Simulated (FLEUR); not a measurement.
# Fe2Ge under changes of volume

One of the cells (13.144 Å³/atom); the others are scaled copies at fixed shape and fractional positions:

```xyz
3
Lattice="4.1636 0.0000 0.0000 -2.0818 3.6058 0.0000 0.0000 0.0000 2.6265" Properties=species:S:1:pos:R:3 pbc="T T T"
Ge    0.0000    0.0000    0.0000
Fe    0.0000    2.4039    1.3132
Fe    2.0818    1.2019    1.3132
```

The cell comes from a database or a generator and needn't be the stable form of this composition.

```yaml
Program: FLEUR MaX-R8.1 (later development tree)
Functional: r2SCAN
Potentials_or_basis: all-electron
Basis: FLAPW
Kmax: 4.8 1/bohr
k_mesh: 7 × 7 × 10
Occupations: fermi-dirac, width 0.05 eV
Spin: collinear spin, ferromagnetic start
Starting_moments: "[0.0, 3.0, 3.0] μB"
```

```csv
volume (Å³/atom),energy over the lowest point (meV/atom),moment (μB per cell)
12.355,23.45,5.38
12.618,10.32,5.42
13.144,0.00,5.53
13.670,8.00,5.58
13.933,?,?
```

**Question.** What does the run at 13.933 Å³/atom give?

**Answer.** Energy over the lowest point 17.99 meV/atom; moment 5.61 μB per cell.

Worked out: A Birch-Murnaghan fit of order 2 (a polynomial in V^(-2/3)) to the other rows has its minimum at 13.16 Å³/atom with B0 = V·E''(V) = 138 GPa at fixed shape and positions, which overstates the stiffness. It gives 17.75 meV/atom at 13.933 Å³/atom, against the run's 17.99. A parabola through the other rows of the moment, of slope 0.0541 μB per Å³/atom there, extrapolates to 5.60 μB, against the run's 5.61.

Energies are extrapolated to zero smearing.

Caveats: the meta-GGA is that of a development version, with a GGA for the radial functions and cores and without core tails.
